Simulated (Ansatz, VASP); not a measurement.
## GaP: VASP beside Ansatz

```xyz
2
Lattice="0.0000 2.5472 2.5472 2.5472 0.0000 2.5472 2.5472 2.5472 0.0000" Properties=species:S:1:pos:R:3 pbc="T T T"
Ga    0.0000    0.0000    0.0000
P     1.2736    1.2736    1.2736
```

Alike in both runs: task single point; functional PBE; k mesh 10 × 10 × 10; occupations gaussian, width 0.02 eV; no spin polarisation.

|  | VASP | Ansatz |
| --- | --- | --- |
| version | VASP 6.6.1 | Ansatz 0.2.0 |
| potentials or method | VASP PAW PBE potentials, release 64 (Ga_d, P) | scalar-relativistic, plane waves, PAW |
| plane-wave cutoff (eV) | 520 | 420 |
| valence electrons in the cell | 18 | 18 |

|  | VASP | Ansatz | Ansatz less VASP |
| --- | --- | --- | --- |
| gap on the k mesh at the Fermi level (eV) | 1.15 | 1.15 | -0.001 |
| least direct gap on the mesh (eV) | 3.57 | 3.56 | -0.009 |

With one functional, cell and mesh, what is left measures potentials, basis and numerics.

 A k mesh can miss the band edges. As with any semilocal functional, this PBE gap is likely too small.
